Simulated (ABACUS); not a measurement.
# Pd (Fm-3m) in ABACUS: further runs, part 2 of 3

ABACUS 3.10.1. Earlier steps stand in the parts before.

## 3. Single point, SCAN

Input file run_abacus.py:

```python
"""ABACUS run from a structure file: ASE reads it, the script writes STRU, KPT and INPUT."""
import re
import subprocess
import spglib
from ase import Atoms
from ase.io import read
from ase.units import Bohr

atoms = read("Pd.cif")
cell, frac, numbers = spglib.standardize_cell((atoms.cell[:], atoms.get_scaled_positions(), atoms.numbers), to_primitive=True, symprec=1e-4)
atoms = Atoms(numbers=numbers, cell=cell, scaled_positions=frac, pbc=True)  # the primitive cell
atoms = atoms[(-atoms.numbers).argsort(kind="stable")]  # ABACUS lists atoms element by element
pseudo = {'Pd': 'Pd_ONCV_PBE-1.2.upf'}
orbital = {'Pd': 'Pd_confined-atom_7au_2s2p2d1f.orb'}
magmoms = None
kmesh = [9, 9, 9]
params = {
    'suffix': 'Pd',
    'calculation': 'scf',
    'basis_type': 'lcao',
    'pseudo_dir': './',
    'orbital_dir': './',
    'symmetry': 1,
    'dft_functional': 'scan',
    'ecutwfc': 100,
    'pseudo_rcut': 10,
    'nspin': 1,
    'nbands': 19,
    'ks_solver': 'genelpa',
    'smearing_method': 'fd',
    'smearing_sigma': 0.00367493,
    'scf_thr': 1e-07,
    'scf_nmax': 100,
    'mixing_type': 'broyden',
    'mixing_beta': 0.7,
    'cal_force': 1,
    'cal_stress': 1,
    'mixing_tau': 1,
    'out_mul': 1,
    'out_chg': 1,
}

symbols = atoms.get_chemical_symbols()
elements = list(dict.fromkeys(symbols))
lines = ["ATOMIC_SPECIES"] + [f"{e} {atoms.get_masses()[symbols.index(e)]:.4f} {pseudo[e]}" for e in elements]
if orbital:
    lines += ["", "NUMERICAL_ORBITAL"] + [orbital[e] for e in elements]
lines += ["", "LATTICE_CONSTANT", f"{1 / Bohr:.10f}", "", "LATTICE_VECTORS"]
lines += [" ".join(f"{x:.10f}" for x in v) for v in atoms.cell]
lines += ["", "ATOMIC_POSITIONS", "Direct"]
for e in elements:
    lines += ["", e, "0.0", str(symbols.count(e))]
    for i, p in enumerate(atoms.get_scaled_positions(wrap=False)):
        if symbols[i] == e:
            mag = "" if magmoms is None else " mag " + " ".join(str(x) for x in (magmoms[i] if isinstance(magmoms[i], list) else [magmoms[i]]))
            lines.append(" ".join(f"{x:.10f}" for x in p) + " 1 1 1" + mag)
open("STRU", "w").write("\n".join(lines) + "\n")
open("KPT", "w").write("K_POINTS\n0\nGamma\n%d %d %d 0 0 0\n" % tuple(kmesh))
open("INPUT", "w").write("INPUT_PARAMETERS\n" + "".join(f"{k:<20s}{v}\n" for k, v in params.items()))

done = subprocess.run(['mpirun', '-np', '4', 'abacus'])
if done.returncode:
    raise SystemExit(done.returncode)
log = open("OUT.Pd/running_scf.log").read()
print("final energy (eV):", re.findall(r"FINAL_ETOT_IS (\S+)", log))
```

Input file Pd.cif:

```cif
data_Pd
_cell_length_a 3.89300000
_cell_length_b 3.89300000
_cell_length_c 3.89300000
_cell_angle_alpha 90.00000000
_cell_angle_beta 90.00000000
_cell_angle_gamma 90.00000000
_space_group_name_H-M_alt 'Fm-3m'
_space_group_name_Hall '-F 4 2 3'
_space_group_IT_number 225
loop_
_space_group_symop_operation_xyz
'x,y,z'
'-x,-y,-z'
'-y,x,z'
'y,-x,-z'
'-x,-y,z'
'x,y,-z'
'y,-x,z'
'-y,x,-z'
'x,-y,-z'
'-x,y,z'
'-y,-x,-z'
'y,x,z'
'-x,y,-z'
'x,-y,z'
'y,x,-z'
'-y,-x,z'
'z,x,y'
'-z,-x,-y'
'z,-y,x'
'-z,y,-x'
'z,-x,-y'
'-z,x,y'
'z,y,-x'
'-z,-y,x'
'-z,x,-y'
'z,-x,y'
'-z,-y,-x'
'z,y,x'
'-z,-x,y'
'z,x,-y'
'-z,y,x'
'z,-y,-x'
'y,z,x'
'-y,-z,-x'
'x,z,-y'
'-x,-z,y'
'-y,z,-x'
'y,-z,x'
'-x,z,y'
'x,-z,-y'
'-y,-z,x'
'y,z,-x'
'-x,-z,-y'
'x,z,y'
'y,-z,-x'
'-y,z,x'
'x,-z,y'
'-x,z,-y'
'x,y+1/2,z+1/2'
'-x,-y+1/2,-z+1/2'
'-y,x+1/2,z+1/2'
[... 62 lines left out ...]
'-z+1/2,-x,-y+1/2'
'z+1/2,-y,x+1/2'
'-z+1/2,y,-x+1/2'
'z+1/2,-x,-y+1/2'
'-z+1/2,x,y+1/2'
'z+1/2,y,-x+1/2'
'-z+1/2,-y,x+1/2'
'-z+1/2,x,-y+1/2'
'z+1/2,-x,y+1/2'
'-z+1/2,-y,-x+1/2'
'z+1/2,y,x+1/2'
'-z+1/2,-x,y+1/2'
'z+1/2,x,-y+1/2'
'-z+1/2,y,x+1/2'
'z+1/2,-y,-x+1/2'
'y+1/2,z,x+1/2'
'-y+1/2,-z,-x+1/2'
'x+1/2,z,-y+1/2'
'-x+1/2,-z,y+1/2'
'-y+1/2,z,-x+1/2'
'y+1/2,-z,x+1/2'
'-x+1/2,z,y+1/2'
'x+1/2,-z,-y+1/2'
'-y+1/2,-z,x+1/2'
'y+1/2,z,-x+1/2'
'-x+1/2,-z,-y+1/2'
'x+1/2,z,y+1/2'
'y+1/2,-z,-x+1/2'
'-y+1/2,z,x+1/2'
'x+1/2,-z,y+1/2'
'-x+1/2,z,-y+1/2'
'x+1/2,y+1/2,z'
'-x+1/2,-y+1/2,-z'
'-y+1/2,x+1/2,z'
'y+1/2,-x+1/2,-z'
'-x+1/2,-y+1/2,z'
'x+1/2,y+1/2,-z'
'y+1/2,-x+1/2,z'
'-y+1/2,x+1/2,-z'
'x+1/2,-y+1/2,-z'
'-x+1/2,y+1/2,z'
'-y+1/2,-x+1/2,-z'
'y+1/2,x+1/2,z'
'-x+1/2,y+1/2,-z'
'x+1/2,-y+1/2,z'
'y+1/2,x+1/2,-z'
'-y+1/2,-x+1/2,z'
'z+1/2,x+1/2,y'
'-z+1/2,-x+1/2,-y'
'z+1/2,-y+1/2,x'
'-z+1/2,y+1/2,-x'
'z+1/2,-x+1/2,-y'
'-z+1/2,x+1/2,y'
'z+1/2,y+1/2,-x'
'-z+1/2,-y+1/2,x'
'-z+1/2,x+1/2,-y'
'z+1/2,-x+1/2,y'
'-z+1/2,-y+1/2,-x'
'z+1/2,y+1/2,x'
'-z+1/2,-x+1/2,y'
'z+1/2,x+1/2,-y'
'-z+1/2,y+1/2,x'
'z+1/2,-y+1/2,-x'
'y+1/2,z+1/2,x'
'-y+1/2,-z+1/2,-x'
'x+1/2,z+1/2,-y'
'-x+1/2,-z+1/2,y'
'-y+1/2,z+1/2,-x'
'y+1/2,-z+1/2,x'
'-x+1/2,z+1/2,y'
'x+1/2,-z+1/2,-y'
'-y+1/2,-z+1/2,x'
'y+1/2,z+1/2,-x'
'-x+1/2,-z+1/2,-y'
'x+1/2,z+1/2,y'
'y+1/2,-z+1/2,-x'
'-y+1/2,z+1/2,x'
'x+1/2,-z+1/2,y'
'-x+1/2,z+1/2,-y'
loop_
_atom_site_label
_atom_site_type_symbol
_atom_site_symmetry_multiplicity
_atom_site_Wyckoff_symbol
_atom_site_fract_x
_atom_site_fract_y
_atom_site_fract_z
_atom_site_occupancy
Pd1 Pd 4 a 0.0000000000 0.0000000000 0.0000000000 1
```

Potentials or basis: SG15 ONCV 1.2 PBE, DZP LCAO (the cutoffs set its grid).

On the command line:

```
> OMP_NUM_THREADS=1 python run_abacus.py > log
```

Wall time 21 s (4 MPI ranks of Intel Xeon Platinum 8488C (Sapphire Rapids), shared host); peak memory 0.36 GiB.

Results (log left out):

```yaml
Free_energy: -3446.0149 eV
Pressure: -10.6 GPa
Band_gap_on_the_k_mesh: none (metal or under the smearing width)
```

Levels at points of the mesh, in eV from the Fermi level:
| k point | band 5 | band 6 | band 7 | band 8 | band 9 | band 10 | band 11 | band 12 | band 13 | band 14 |
| --- | --- | --- | --- | --- | --- | --- | --- | --- | --- | --- |
| (0.00, 0.00, 0.00) | -7.43 | -2.96 | -2.96 | -2.96 | -1.34 | -1.34 | 18.89 | 24.93 | 24.93 | 24.93 |

Caveat: the atomic orbitals were generated for these runs and aren't a published set; the potentials were made for another functional, which shifts forces and pressure; the basis of atomic orbitals isn't converged, which shifts pressures, moduli and gaps.

(Continued in part 3 of 3.)
